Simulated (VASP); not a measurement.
# CdSe (F-43m) in VASP: a series of runs

One crystal, CdSe, is run at these levels: PBE; tasks: single point.

All numbers are computed with VASP 6.6.1; they aren't measurements. Logs are shortened: lines on timing, memory, paths and dates and some standing lists are left out, and cuts for length are marked.

**1. Starting point**

The structure is cubic, space group F-43m (No. 216). Conventional cell: a = 6.100 Å, b = 6.100 Å, c = 6.100 Å, α = 90.00°, β = 90.00°, γ = 90.00°. Around Cd (site symmetry -43m) lie 4 Se at 2.64 Å. Around Se (site symmetry -43m) lie 4 Cd at 2.64 Å.

The cell was built by a generator and needn't be a form met in nature.

**2. Single point, PBE (the database cell kept)**

Contents of INCAR:

```
SYSTEM = CdSe
  PREC = Accurate
  ENCUT = 520
  EDIFF = 1E-7
  ISMEAR = 0
  SIGMA = 0.02
  LREAL = .FALSE.
  LASPH = .TRUE.
  NELM = 100
  ALGO = Normal
  ISIF = 2
  LWAVE = .FALSE.
  LCHARG = .FALSE.
  GGA = PE
  NBANDS = 16
```

Contents of KPOINTS:

```
Automatic mesh
0
G
  10 10 10
  0 0 0
```

Contents of POSCAR:

```
CdSe
1.0
    0.0000000000      3.0500000000      3.0500000000
    3.0500000000      0.0000000000      3.0500000000
    3.0500000000      3.0500000000      0.0000000000
Cd Se
1 1
Direct
    0.0000000000      0.0000000000      0.0000000000
    0.2500000000      0.2500000000      0.2500000000
```

Potentials or basis: VASP PAW PBE potentials, release 64 (Cd, Se).

Command:

```
$ cat potpaw_PBE.64/Cd/POTCAR potpaw_PBE.64/Se/POTCAR > POTCAR
$ mpirun -np 1 vasp_std > vasp.out
```

OUTCAR:

```text
SYSTEM = CdSe
   PREC = Accurate
   ENCUT = 520
   EDIFF = 1E-7
   ISMEAR = 0
   LREAL = .FALSE.
   LASPH = .TRUE.
   NELM = 100
   ISIF = 2
   GGA = PE

 ion  position               nearest neighbor table
   1  0.000  0.000  0.000-   2 2.64   2 2.64   2 2.64   2 2.64
   2  0.250  0.250  0.250-   1 2.64   1 2.64   1 2.64   1 2.64

  LATTYP: Found a face centered cubic cell.
 ALAT       =     6.1000000000

  Lattice vectors:

 A1 = (   0.0000000000,   3.0500000000,   3.0500000000)
 A2 = (   3.0500000000,   0.0000000000,   3.0500000000)
 A3 = (   3.0500000000,   3.0500000000,   0.0000000000)

Analysis of symmetry for initial positions (statically):
=====================================================================
 Subroutine PRICEL returns:
 Original cell was already a primitive cell.

 Routine SETGRP: Setting up the symmetry group for a
 face centered cubic supercell.

 Subroutine GETGRP returns: Found 24 space group operations
 (whereof 24 operations were pure point group operations)
 out of a pool of 48 trial point group operations.

The static configuration has the point symmetry T_d .

Analysis of symmetry for dynamics (positions and initial velocities):
=====================================================================
 Subroutine PRICEL returns:
 Original cell was already a primitive cell.

 Routine SETGRP: Setting up the symmetry group for a
 face centered cubic supercell.

 Subroutine GETGRP returns: Found 24 space group operations
 (whereof 24 operations were pure point group operations)
 out of a pool of 48 trial point group operations.

The dynamic configuration has the point symmetry T_d .

 Subroutine INISYM returns: Found 24 space group operations
 (whereof 24 operations are pure point group operations),
 and found     1 'primitive' translations

----------------------------------------------------------------------------------------

                                     Primitive cell

  volume of cell :      56.7452

  direct lattice vectors                    reciprocal lattice vectors
     0.000000000  3.050000000  3.050000000    -0.163934426  0.163934426  0.163934426
     3.050000000  0.000000000  3.050000000     0.163934426 -0.163934426  0.163934426
     3.050000000  3.050000000  0.000000000     0.163934426  0.163934426 -0.163934426

  length of vectors
     4.313351365  4.313351365  4.313351365     0.283942755  0.283942755  0.283942755

  position of ions in fractional coordinates (direct lattice)
     0.000000000  0.000000000  0.000000000
     0.250000000  0.250000000  0.250000000

  ion indices of the primitive-cell ions
   primitive index   ion index
                 1           1
                 2           2

----------------------------------------------------------------------------------------

 KPOINTS: Automatic mesh

Automatic generation of k-mesh.
 Grid dimensions read from file:
 generate k-points for:   10   10   10

 Generating k-lattice:

  Cartesian coordinates                     Fractional coordinates (reciprocal lattice)
    -0.016393443  0.016393443  0.016393443     0.100000000  0.000000000  0.000000000
     0.016393443 -0.016393443  0.016393443     0.000000000  0.100000000  0.000000000
     0.016393443  0.016393443 -0.016393443     0.000000000  0.000000000  0.100000000

  Length of vectors
     0.028394276  0.028394276  0.028394276

  Shift w.r.t. Gamma in fractional coordinates (k-lattice)
     0.000000000  0.000000000  0.000000000

 Subroutine IBZKPT returns following result:
 ===========================================

 Found     47 irreducible k-points:

 Following reciprocal coordinates:
            Coordinates               Weight
  0.000000  0.000000  0.000000      1.000000
  0.100000  0.000000  0.000000      8.000000
  0.200000  0.000000  0.000000      8.000000
  0.300000  0.000000  0.000000      8.000000
  0.400000  0.000000  0.000000      8.000000
  0.500000  0.000000  0.000000      4.000000
[... 16 lines left out ...]
  0.300000  0.300000  0.000000      6.000000
  0.400000  0.300000  0.000000     24.000000
 [... further k-points ...]
   k-points           NKPTS =     47   k-points in BZ     NKDIM =     47   number of bands    NBANDS=     16
   number of dos      NEDOS =    301   number of ions     NIONS =      2
   total plane-waves  NPLWV =  32768
   dimension x,y,z NGX =    32 NGY =   32 NGZ =   32
   dimension x,y,z NGXF=    64 NGYF=   64 NGZF=   64
   ions per type =               1   1
   NGX,Y,Z   is equivalent  to a cutoff of  12.33, 12.33, 12.33 a.u.
   NGXF,Y,Z  is equivalent  to a cutoff of  24.67, 24.67, 24.67 a.u.
 SYSTEM =  CdSe
   PREC   = accura    normal or accurate (medium, high low for compatibility)
   ISTART =      0    job   : 0-new  1-cont  2-samecut
   ICHARG =      2    charge: 1-file 2-atom 10-const
   ISPIN  =      1    spin polarized calculation?
   LNONCOLLINEAR =      F non collinear calculations
   LSORBIT =      F    spin-orbit coupling
   LASPH  =      T    aspherical Exc in radial PAW
   ENCUT  =  520.0 eV  38.22 Ry    6.18 a.u.   8.02  8.02  8.02*2*pi/ulx,y,z
   NELM   =    100;   NELMIN=  2; NELMDL= -5     # of ELM steps
   EDIFF  = 0.1E-06   stopping-criterion for ELM
   LREAL  =      F    real-space projection
   EDIFFG = 0.1E-05   stopping-criterion for IOM
   NSW    =      0    number of steps for IOM
   IBRION =     -1    ionic relax: 0-MD 1-quasi-New 2-CG
   NFREE  =      0    steps in history (QN), initial steepest desc. (CG)
   ISIF   =      2    stress and relaxation
   ISYM   =      2    0-nonsym 1-usesym 2-fastsym
   POTIM  = 0.5000    time-step for ionic-motion
   TEBEG  =    0.0;   TEEND  =   0.0 temperature during run
   PSTRESS=    0.0 pullay stress
   NELECT =      18.0000    total number of electrons
   NUPDOWN=      -1.0000    fix difference up-down
   EMIN   =  10.00;   EMAX   =-10.00  energy-range for DOS
   EFERMI =   0.00;   METHOD = LEGACY
   ISMEAR =     0;   SIGMA  =   0.02  broadening in eV -4-tet -1-fermi 0-gaus
   EFERMI_NEDOS =   21; number of points for ismear=-14 and -15
   IALGO  =     38    algorithm
   IMIX   =      4    mixing-type and parameters
     AMIX     =   0.40;   BMIX     =  1.00
     AMIX_MAG =   1.60;   BMIX_MAG =  1.00
  volume/ion in A,a.u.               =      28.37       191.47
  Fermi-wavevector in a.u.,A,eV,Ry     =   1.116493  2.109865 16.960419  1.246556
  Thomas-Fermi vector in A             =   2.253107
   LORBIT       =      0    0 simple, 1 ext, 2 COOP (PROOUT), +10 PAW based schemes
   GGA     = PE    functional components
   LHFCALC =     F    Hartree Fock is set to
   AEXX    =    0.0000 exact exchange contribution
   IVDW    =     0    specifies the selected vdW correction
   LEPSILON=     F    determine dielectric tensor
   LRPA    =     F    only Hartree local field effects (RPA)
 non-spin polarized calculation
 Gauss-broadening in eV      SIGMA  =   0.02
  energy-cutoff  :      520.00
  volume of cell :       56.75
 maximum number of plane-waves:      1544
   NGX = 17   NGY = 17   NGZ = 17

 number of electron      18.0000005 magnetization

 Free energy of the ion-electron system (eV)
  ---------------------------------------------------
  ext. energy  EPLUGINS =         0.00000000
  ---------------------------------------------------
  free energy    TOTEN  =        -5.47613430 eV

  energy without entropy =       -5.47613430  energy(sigma->0) =       -5.47613430

 E-fermi :   1.0217     XC(G=0):  -8.8462

 val. band max:        0.8726525499   @ k =   0.0000   0.0000   0.0000
 cond. band min:       1.4642613915   @ k =   0.0000   0.0000   0.0000
 fundamental gap:      0.5916088417
 Fermi energy:         1.0217080358

 k-point     1 :       0.0000    0.0000    0.0000
  band No.  band energies     occupation
      1     -11.6726      2.00000
      2      -7.0320      2.00000
      3      -7.0320      2.00000
      4      -7.0320      2.00000
      5      -6.6666      2.00000
      6      -6.6666      2.00000
[... 8 lines left out ...]
     15      11.9532      0.00000
     16      11.9532      0.00000

 k-point     2 :       0.1000    0.0000    0.0000
  band No.  band energies     occupation
      1     -11.6384      2.00000
      2      -7.0209      2.00000
      3      -7.0209      2.00000
      4      -7.0020      2.00000
      5      -6.6673      2.00000
      6      -6.6673      2.00000
[... 8 lines left out ...]
     15      11.3505      0.00000
     16      11.3505      0.00000

 k-point     3 :       0.2000    0.0000    0.0000
  band No.  band energies     occupation
      1     -11.5480      2.00000
      2      -6.9937      2.00000
      3      -6.9937      2.00000
      4      -6.9034      2.00000
      5      -6.6668      2.00000
      6      -6.6668      2.00000
[... 8 lines left out ...]
     15      10.9129      0.00000
     16      11.2455      0.00000

 k-point     4 :       0.3000    0.0000    0.0000
  band No.  band energies     occupation
      1     -11.4350      2.00000
      2      -6.9646      2.00000
      3      -6.9646      2.00000
      4      -6.7241      2.00000
      5      -6.6604      2.00000
      6      -6.6604      2.00000
[... 8 lines left out ...]
     15      11.1718      0.00000
     16      11.1718      0.00000

 k-point     5 :       0.4000    0.0000    0.0000
  band No.  band energies     occupation
      1     -11.3429      2.00000
      2      -6.9459      2.00000
      3      -6.9459      2.00000
      4      -6.6494      2.00000
      5      -6.6494      2.00000
      6      -6.4986      2.00000
[... 8 lines left out ...]
     15      12.0955      0.00000
     16      12.0955      0.00000

 k-point     6 :       0.5000    0.0000    0.0000
  band No.  band energies     occupation
      1     -11.3077      2.00000
      2      -6.9400      2.00000
      3      -6.9400      2.00000
      4      -6.6436      2.00000
      5      -6.6436      2.00000
      6      -6.3782      2.00000
[... 8 lines left out ...]
     15      12.9929      0.00000
     16      12.9929      0.00000

 k-point     7 :       0.1000    0.1000    0.0000
  band No.  band energies     occupation
      1     -11.6270      2.00000
      2      -7.0105      2.00000
      3      -7.0105      2.00000
      4      -7.0055      2.00000
      5      -6.6741      2.00000
      6      -6.6612      2.00000
[... 8 lines left out ...]
     15      11.4582      0.00000
     16      12.0392      0.00000

 k-point     8 :       0.2000    0.1000    0.0000
  band No.  band energies     occupation
      1     -11.5554      2.00000
      2      -6.9928      2.00000
      3      -6.9826      2.00000
      4      -6.9325      2.00000
      5      -6.6786      2.00000
      6      -6.6561      2.00000
[... 8 lines left out ...]
     15      11.7492      0.00000
     16      12.1130      0.00000

 k-point     9 :       0.3000    0.1000    0.0000
  band No.  band energies     occupation
      1     -11.4501      2.00000
      2      -6.9668      2.00000
      3      -6.9514      2.00000
      4      -6.7882      2.00000
      5      -6.6675      2.00000
      6      -6.6494      2.00000
[... 8 lines left out ...]
     15      11.7585      0.00000
     16      11.7988      0.00000
[... 172 lines left out ...]
 k-point    19 :       0.5000    0.2000    0.0000
  band No.  band energies     occupation
      1     -11.2692      2.00000
      2      -6.9121      2.00000
      3      -6.8818      2.00000
      4      -6.7042      2.00000
      5      -6.6371      2.00000
      6      -6.3551      2.00000
[... 8 lines left out ...]
     15      13.1415      0.00000
     16      13.1838      0.00000

 k-point    20 :      -0.4000    0.2000    0.0000
  band No.  band energies     occupation
      1     -11.2620      2.00000
      2      -6.9117      2.00000
      3      -6.8896      2.00000
      4      -6.6780      2.00000
      5      -6.6533      2.00000
      6      -6.3148      2.00000
[... 8 lines left out ...]
     15      11.8369      0.00000
     16      13.0139      0.00000

 k-point    21 :      -0.3000    0.2000    0.0000
  band No.  band energies     occupation
      1     -11.3108      2.00000
      2      -6.9171      2.00000
      3      -6.9130      2.00000
      4      -6.6754      2.00000
      5      -6.6722      2.00000
      6      -6.4564      2.00000
[... 8 lines left out ...]
     15      12.0571      0.00000
     16      13.3733      0.00000

 k-point    22 :      -0.2000    0.2000    0.0000
  band No.  band energies     occupation
      1     -11.3970      2.00000
      2      -6.9478      2.00000
      3      -6.9337      2.00000
      4      -6.7252      2.00000
      5      -6.6807      2.00000
      6      -6.6075      2.00000
[... 8 lines left out ...]
     15      12.1288      0.00000
     16      13.2569      0.00000

 k-point    23 :       0.3000    0.3000    0.0000
  band No.  band energies     occupation
      1     -11.3582      2.00000
      2      -6.8735      2.00000
      3      -6.8735      2.00000
      4      -6.8407      2.00000
      5      -6.6292      2.00000
      6      -6.6231      2.00000
[... 8 lines left out ...]
     15      12.6676      0.00000
     16      14.7456      0.00000

 k-point    24 :       0.4000    0.3000    0.0000
  band No.  band energies     occupation
      1     -11.2865      2.00000
      2      -6.8678      2.00000
      3      -6.8418      2.00000
      4      -6.7955      2.00000
      5      -6.6233      2.00000
      6      -6.5035      2.00000
[... 8 lines left out ...]
     15      13.0635      0.00000
     16      14.5358      0.00000

 [... further k-points ...]
[... 5 lines left out ...]
  --------------------------------------------------------------------------------------
  -------------------------------------------------------------------------------------
  Total        0.9373287      0.9373287      0.9373287      0.0000000      0.0000000     -0.0000000
  in kB       26.4650653     26.4650653     26.4650653      0.0000000      0.0000000     -0.0000000
  external PRESSURE =      26.4650653 kB  Pullay stress =       0.0000000 kB

 VOLUME and BASIS-vectors are now :
 -----------------------------------------------------------------------------
  energy-cutoff  :      520.00
  volume of cell :       56.75
      direct lattice vectors                 reciprocal lattice vectors
     0.000000000  3.050000000  3.050000000    -0.163934426  0.163934426  0.163934426
     3.050000000  0.000000000  3.050000000     0.163934426 -0.163934426  0.163934426
     3.050000000  3.050000000  0.000000000     0.163934426  0.163934426 -0.163934426

 POSITION                                       TOTAL-FORCE (eV/Angst)
 -----------------------------------------------------------------------------------
      0.00000      0.00000      0.00000        -0.000000     -0.000000      0.000000
      1.52500      1.52500      1.52500         0.000000      0.000000     -0.000000
 -----------------------------------------------------------------------------------
    total drift:                               -0.000000     -0.000000     -0.000000

  FREE ENERGIE OF THE ION-ELECTRON SYSTEM (eV)
  ---------------------------------------------------
  free  energy   TOTEN  =        -5.4761342975 eV

  energy  without entropy=       -5.4761342975  energy(sigma->0) =       -5.47613430
```

It took 20 s on 1 thread of Intel Xeon Platinum 8559C (Emerald Rapids), shared host; peak memory 0.2 GiB.

Results:

* Free energy: -5.4761 eV
* Pressure: 2.6 GPa
* Band gap on the k mesh: 0.59 eV, direct

Levels at points of the mesh, in eV from the valence-band top:
| k point | band 7 | band 8 | band 9 | band 10 | band 11 | band 12 |
| --- | --- | --- | --- | --- | --- | --- |
| (0.00, 0.00, 0.00) | 0.00 | 0.00 | 0.00 | 0.59 | 5.94 | 5.94 |
| (0.50, 0.00, 0.00) | -4.34 | -0.74 | -0.74 | 2.38 | 6.44 | 6.44 |
| (0.50, 0.50, 0.00) | -4.04 | -1.82 | -1.82 | 3.16 | 3.75 | 9.08 |

**3. Single point, PBE**

Contents of INCAR:

```
SYSTEM = CdSe
ALGO = Normal ; EDIFF = 1E-6
ENCUT = 520 ; GGA = PE
ISIF = 2 ; ISMEAR = 0
LASPH = .True. ; LCHARG = .False.
LREAL = .False. ; LWAVE = .False.
NBANDS = 16 ; NELM = 100
PREC = Accurate ; SIGMA = 0.02
```

Contents of KPOINTS:

```
k-points
0
Gamma
  10 10 10
  0 0 0
```

POSCAR is that of step 2.

Potentials or basis: VASP PAW PBE potentials, release 64 (Cd, Se).

Command:

```
$ cat potpaw_PBE.64/Cd/POTCAR potpaw_PBE.64/Se/POTCAR > POTCAR
$ mpirun -np 1 vasp_std > vasp.out
```

Run time: 18 s. Hardware: 1 thread of Intel Xeon Platinum 8559C (Emerald Rapids), shared host; peak memory 0.2 GiB.

It converged, with:

* Free energy: -5.4761 eV
* Pressure: 2.7 GPa
* Band gap on the k mesh: 0.59 eV, direct

Levels at points of the mesh, in eV from the valence-band top:
| k point | band 6 | band 7 | band 8 | band 9 | band 10 | band 11 | band 12 | band 13 |
| --- | --- | --- | --- | --- | --- | --- | --- | --- |
| (0.00, 0.00, 0.00) | -7.54 | 0.00 | 0.00 | 0.00 | 0.59 | 5.94 | 5.94 | 5.94 |
| (0.50, 0.00, 0.00) | -7.25 | -4.34 | -0.74 | -0.74 | 2.38 | 6.44 | 6.44 | 7.40 |
| (0.50, 0.50, 0.00) | -7.19 | -4.04 | -1.82 | -1.82 | 3.15 | 3.75 | 9.08 | 10.17 |
